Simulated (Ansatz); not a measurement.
## Zn under changes of volume

One of the cells (15.451 Å³/atom); the others are scaled copies at fixed shape and fractional positions:

```
Zn
1.0
    -1.56904    1.56904    1.56904
     1.56904   -1.56904    1.56904
     1.56904    1.56904   -1.56904
Zn
1
Direct
  0.00000 0.00000 0.00000
```

This isn't the form of Zn at room conditions, which is hcp.

```yaml
Program: Ansatz 0.2.0
Functional: r2SCANh
Potentials_or_basis: Ansatz PAW
Cutoff: "500 eV (not typed: the program's choice for these potentials)"
k_mesh: 6 × 6 × 6
Occupations: fermi-dirac, width 0.05 eV
Spin: no spin polarisation
```

```tsv
volume (Å³/atom)	energy over the lowest point (meV/atom)	pressure (GPa)
14.524	0.83	1.3
14.833	0.00	-0.5
15.142	?	?
15.451	8.08	-3.6
15.760	16.24	-4.9
16.069	26.74	-6.0
16.378	39.28	-7.0
```

Task: What does the run at 15.142 Å³/atom give?

Result: Energy over the lowest point 2.55 meV/atom; pressure -2.1 GPa.

Worked out: A Birch-Murnaghan fit of order 3 (a polynomial in V^(-2/3)) to the other rows has its minimum at 14.75 Å³/atom with B0 = V·E''(V) = 86 GPa and B' = 4.9. It gives 2.55 meV/atom at 15.142 Å³/atom, against the run's 2.55, and -dE/dV = -2.1 GPa, against -2.1.

Energies are extrapolated to zero smearing.

Caveats: all runs use coarse meshes; the PAW data sets come from PBE, with cores solved anew for the run's functional, which leaves a small shift of forces and pressure; the thresholds are loose for stress.
